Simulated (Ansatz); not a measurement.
Crystal: PbS.

```
Pb S
1.0
     4.08970    0.00000    0.00000
    -2.04485    3.54178    0.00000
     0.00000    0.00000    3.78817
Pb S
1 1
Direct
  0.00000 0.00000 0.00000
  0.66667 0.33333 0.50000
```

Measurements of this composition are mostly on another form, of space group No. 225.

Program: Ansatz 0.2.0. Alike in all runs: task single point; potentials or basis Ansatz PAW; cell as given; smearing fermi-dirac 0.05 eV; the mesh is coarse, so values aren't converged.

**Question.** Order these runs on this cell by their band gap on the k mesh, lowest first.
A. level PBE0; spin SOC, no magnetisation; k mesh 4 × 4 × 3; cutoff (eV) 420
B. level B3LYP; spin off; k mesh 4 × 4 × 4; cutoff (eV) 420
C. level HSE06; spin SOC, no magnetisation; k mesh 4 × 4 × 3; cutoff (eV) 420
D. level r2SCANh; spin off; k mesh 4 × 4 × 4; cutoff (eV) 500
E. level r2SCAN0; spin off; k mesh 4 × 4 × 4; cutoff (eV) 500

**Answer.** D (0.77 eV), B (1.14 eV), E (1.36 eV), C (1.64 eV), A (2.27 eV).

Caveats: all runs use coarse meshes; spin-orbit coupling is left out, which as a rule narrows the gap of such compounds by several tenths of an eV (some runs); odd divisions of the mesh miss points on the zone boundary, where band edges often lie, so the gap on the mesh can be too wide (some runs).

A k mesh can miss the band edges.
